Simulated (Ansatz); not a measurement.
## Zone-centre phonons of NbN at 35 GPa: input and output

Computed with DFT PBE, scalar-relativistic, plane waves, PAW (Ansatz).

Launched with:
```bash
ansatz run input.yaml --threads 1 --pin off --max-ram 3072MiB --backend cpu --events-out ev --progress --plain --runs-dir out
```

Input (bare energies are in eV):
```yaml
crystal:
  lattice:
    - [0.0, 2.1438007792, 2.1438007792]
    - [2.1438007792, 0.0, 2.1438007792]
    - [2.1438007792, 2.1438007792, 0.0]
  atoms:
    - { symbol: Nb, position: [0.5, 0.5, 0.5] }
    - { symbol: "N", position: [0.0, 0.0, 0.0] }
basis:
  ecutwfc: 420
kpoints:
  mp_grid: { grid: [16, 16, 16] }
hamiltonian:
  xc: pbe
scf:
  occupations: { method: fermi_dirac, width: 0.15 }
output:
  eigenvalues: true
phonons:
  method: dfpt
  eigenvectors: true
```

Results section of the output:
```
--- Phonons (Γ-DFPT): 2 representative perturbations + reference, on 349 of 4096 k-points (Σ response iterations 6) ---
  k mesh reduced under 8 symmetry operations, with k and −k counted as one. Each operation leaves every solved perturbation unchanged. A smaller set is not used because it would not reduce the number of displacements ...
  ASR residual: 1.857e-3 → 0.000e0 eV/Å²; symmetrization residual: 2.026e-6 eV/Å²
  ASR residual per site (eV/Å²): 1.86e-3 2.38e-4
  Γ frequencies (cm⁻¹): 0.00 0.00 0.00 492.24 492.24 492.24
  non-analytic LO–TO correction: not included (Born effective charges unavailable; polar crystals: no LO–TO splitting at Γ)
```

Time: 13 s on 1 thread of AMD EPYC 9R45 96-Core Processor (Zen 5), on a shared host, peak memory 0.65 GiB.

In a metal, frequencies and elastic constants depend on the k mesh and the smearing, soft modes and shear constants most. Other phases may be more stable at this pressure.